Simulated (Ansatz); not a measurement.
## What pressure 4.5 GPa does to InCuS2

The reference is InCuS2 in the chalcopyrite structure (space group I-42d, No. 122; a = 5.5770 Å, c = 11.2344 Å).

Now apply this change: cell and atoms relaxed at a pressure of 4.5 GPa.

Computed with DFT with PBE, PAW potentials and a 420 eV plane-wave cutoff in Ansatz (a program for electronic structure), without spin-orbit coupling. Γ-centred 8×8×8 mesh, Fermi–Dirac width 0.05 eV.

| quantity | base | changed | shift |
|---|---|---|---|
| volume per atom | 21.84 Å³ | 20.57 Å³ | -1.27 Å³ |
| lattice parameter a | 10.539 bohr | 10.325 bohr | -0.214 bohr |
| c/a ratio | 2.014 | 2.017 | +0.003 |
| shortest interatomic distance | 4.400 bohr | 4.301 bohr | -0.0996 bohr |
| enthalpy H = E + PV relative to the base's energy | – | +0.59 eV/atom | – |
| band gap (uncertain: the Fermi level lies in a band; the changed cell) | zero | 0.11 eV | – |

Cost of the whole job for the changed cell (relaxation, final SCF and bands): roughly 4 core-minutes.

Load acts through the strain it causes; cell and atoms are relaxed under it. Whether these cells are dynamically stable was not tested. The final runs are not spin-polarised. Gaps under 0.05 eV, about the width of the smearing, are given as zero. The zero or small gap of InCuS2 can change with the level of theory.
